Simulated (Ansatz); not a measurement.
Here is an Ansatz 0.2.0 calculation.

Contents of input.yaml:

```yaml
crystal:
  lattice:
    - [0.0, 3.2333428, 3.2333428]
    - [3.2333428, 0.0, 3.2333428]
    - [3.2333428, 3.2333428, 0.0]
  atoms:
    - { symbol: Sn, position: [0.75, 0.75, 0.75] }
    - { symbol: Sn, position: [0.5, 0.5, 0.5] }
hamiltonian:
  xc: r2scan
  pseudopotentials: { kind: paw }
kpoints:
  mp_grid: { grid: [7, 7, 7] }
scf:
  occupations: { method: fermi_dirac, width: 0.05 }
output:
  forces: true
  stress: true
  eigenvalues: true
relax:
  f_tol: 0.01
  max_steps: 40
  cell: { stress_tol: 0.05 }
```

Potentials or basis: Ansatz PAW.

The run is started by

```console
$ ansatz run input.yaml --threads 2 --pin off --max-ram 5632MiB --backend cpu --events-out ev --progress --plain --runs-dir out
```

Estimate the relaxed volume.

35.41 Å³/atom.

Predict the band gap on the k mesh.

none (metal or under the smearing width).

Predict the space group after relaxing (to 0.05 Å).

Fd-3m (No. 227).

What does it give for the relaxed cell?

a = 4.644 Å, b = 4.644 Å, c = 4.644 Å, α = 60.00°, β = 60.00°, γ = 60.00°.

The path:
```csv
step,energy change (eV),largest force (eV/Å),volume (Å³)
1,0.0000,0.0000,67.61
2,-0.0121,0.0000,73.09
3,-0.0212,0.0000,71.02
4,-0.0213,0.0000,70.83
5,-0.0214,0.0000,70.83
```

Caveat: the plane-wave basis is chosen anew once the cell has moved, so the energies of steps on either side of that aren't comparable; the PAW data sets come from PBE, with cores solved anew for the run's functional, which leaves a small shift of forces and pressure. Zero-point motion and thermal expansion aren't in these numbers.
